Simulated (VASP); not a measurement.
Here is a VASP 6.6.1 calculation.

File INCAR:

```
ALGO = Normal ; EDIFF = 1E-6
EDIFFG = -0.01 ; ENCUT = 300
GGA = PE ; IBRION = 2
ISIF = 3 ; ISMEAR = 1
KPAR = 2 ; LASPH = T
LCHARG = F ; LREAL = F
LWAVE = F ; NELM = 80
NSW = 90 ; PREC = Accurate
SIGMA = 0.1
```

The input KPOINTS:

```
k-points
0
Gamma
  5 5 4
```

POSCAR

```
Ga
1.0
    2.2615000000     -3.8305000000      0.0000000000
    2.2615000000      3.8305000000      0.0000000000
    0.0000000000      0.0000000000      4.5240000000
Ga
4
Direct
    0.8451000000      0.1549000000      0.0810000000
    0.6549000000      0.3451000000      0.5810000000
    0.1549000000      0.8451000000      0.9190000000
    0.3451000000      0.6549000000      0.4190000000
```

Potentials or basis: VASP PAW PBE potentials, release 64 (Ga).

Launch:

```console
$ cat potpaw_PBE.64/Ga/POTCAR > POTCAR
$ mpirun -np 2 vasp_std > vasp.out
```

(1) Predict the band gap on the k mesh.

(2) Estimate the space group after relaxing (to 0.05 Å).

(3) Estimate the relaxed cell.

(4) Estimate the relaxed volume.

Results:

(1) none (metal or under the smearing width).

(2) Cmce (No. 64).

(3) a = 4.491 Å, b = 4.491 Å, c = 4.579 Å, α = 90.00°, β = 90.00°, γ = 117.91°.

(4) 20.41 Å³/atom.
